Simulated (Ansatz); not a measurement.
Input and command of a plane-wave DFT calculation in Ansatz:

```yaml
crystal:
  lattice:
    - [1.5667288592, 0.9045513286, 5.9589012123]
    - [-1.5667288592, 0.9045513286, 5.9589012123]
    - [0.0, -1.8091026572, 5.9589012123]
  atoms:
    - { symbol: Mo, position: [0.0, 0.0, 0.0] }
    - { symbol: S, position: [0.7563304603, 0.7563304603, 0.7563304603] }
    - { symbol: S, position: [0.2436695397, 0.2436695397, 0.2436695397] }
basis:
  ecutwfc: 420
kpoints:
  mp_grid: { grid: [18, 18, 18] }
  band_path:
    path:
      - [[0.0, 0.0, 0.0], [0.5, 0.5, 0.5], [0.81797151, 0.18202849, 0.5]]
      - [[0.5, -0.18202849, 0.18202849], [0.5, 0.0, 0.0], [0.0, 0.0, 0.0], [0.34101425, -0.34101425, 0.0]]
      - [[0.65898575, 0.0, 0.34101425], [0.5, 0.0, 0.5], [0.0, 0.0, 0.0]]
    npoints: 14
hamiltonian:
  xc: pbe
  dispersion: d3bj
scf:
  occupations: { method: gaussian, width: 0.1 }
  n_extra_bands: 7
output:
  forces: true
  stress: true
  eigenvalues: true
  populations: true
  dos: { projected: true, de: 0.02, nscf_kmesh: { grid: [27, 27, 27] } }
  bader: true
  write_density: true
  write_potential: true
  elf: true
  volumetric_format: npy
```

```bash
ansatz run input.yaml --threads 1 --pin off --max-ram 2560MiB --backend cpu --events-out ev --progress --plain --runs-dir out
```

Processor: AMD EPYC (Zen 3), 1 thread, on a host shared with other jobs.

Problem. How long does it run, and how much memory does it take?

Solution. About 3.3 min on 1 thread of AMD EPYC (Zen 3) (shared host), peak memory 1.2 GiB. It solves 20 bands at 580 k points (the mesh reduced by the symmetry that the task leaves, which can be less than the crystal's) with about 997 plane waves, in 7 SCF iterations.
